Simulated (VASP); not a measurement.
A run of VASP 6.6.1 is set up as follows.

File INCAR:

```
SYSTEM = NbH2
PREC = Accurate
ENCUT = 520
EDIFF = 1E-6
ISMEAR = 0
SIGMA = 0.1
LREAL = .False.
LASPH = .True.
NELM = 100
ALGO = Fast
ISIF = 2
LWAVE = .False.
LCHARG = .True.
LELF = .True.
LVHAR = .True.
NBANDS = 14
```

Contents of KPOINTS:

```
Automatic mesh
0
Gamma
  16 16 16
  0 0 0
```

File POSCAR:

```
NbH2
1.0
    0.0000000000      2.2476930305      2.2476930305
    2.2476930305      0.0000000000      2.2476930305
    2.2476930305      2.2476930305      0.0000000000
Nb H
1 2
Direct
    0.0000000000      0.0000000000      0.0000000000
    0.2500000000      0.2500000000      0.2500000000
    0.7500000000      0.7500000000      0.7500000000
```

Potentials or basis: VASP PAW LDA potentials, release 64 (Nb_sv, H).

Command:

```console
$ cat potpaw_LDA.64/Nb_sv/POTCAR potpaw_LDA.64/H/POTCAR > POTCAR
$ mpirun -np 1 vasp_std > vasp.out
```

Question: Estimate the band gap on the k mesh.

Answer: None (metal or under the smearing width).

Question: Predict the pressure.

Answer: -0.2 GPa.
